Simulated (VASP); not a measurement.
# SiC: electrostatic potential with LDA

SiC:

```
CELL_PARAMETERS angstrom
3.05740 0.00000 0.00000
-1.52870 2.64779 0.00000
0.00000 0.00000 5.01778
ATOMIC_POSITIONS crystal
Si 0.33333 0.66667 0.00060
Si 0.66667 0.33333 0.50060
C 0.33333 0.66667 0.37640
C 0.66667 0.33333 0.87640
```

The cell was built by a generator and needn't be a form met in nature.

- Program: VASP 6.6.1
- Task: electrostatic potential
- Functional: LDA
- Potentials or basis: VASP PAW LDA potentials, release 64 (Si, C)
- Cutoff: 520 eV
- k mesh: 10 × 10 × 6
- Occupations: gaussian, width 0.02 eV
- Spin: no spin polarisation
- Further INCAR settings: ALGO = Normal; EDIFF = 1e-06

The pressure is 0.2 GPa and the band gap on the k mesh is 2.28 eV, indirect (least direct gap 3.91 eV).

Levels at points of the mesh, in eV from the valence-band top:
| k point | band 4 | band 5 | band 6 | band 7 | band 8 | band 9 | band 10 | band 11 | band 12 |
| --- | --- | --- | --- | --- | --- | --- | --- | --- | --- |
| (0.00, 0.00, 0.00) | -1.32 | -1.32 | -0.12 | 0.00 | 0.00 | 4.92 | 6.41 | 6.66 | 6.66 |
| (0.50, 0.00, 0.00) | -6.32 | -5.51 | -3.37 | -3.36 | -1.20 | 2.71 | 4.16 | 6.95 | 7.11 |
| (0.00, 0.00, 0.50) | -4.45 | -0.72 | -0.72 | -0.72 | -0.72 | 5.99 | 5.99 | 7.34 | 7.34 |
| (0.50, 0.00, 0.50) | -8.36 | -2.47 | -2.47 | -2.35 | -2.35 | 3.25 | 3.25 | 5.23 | 5.23 |

It took 12 s on 1 thread of Intel(R) Xeon(R) 6975P-C (Granite Rapids) (shared host), peak memory 0.14 GiB.

A k mesh can miss the band edges.
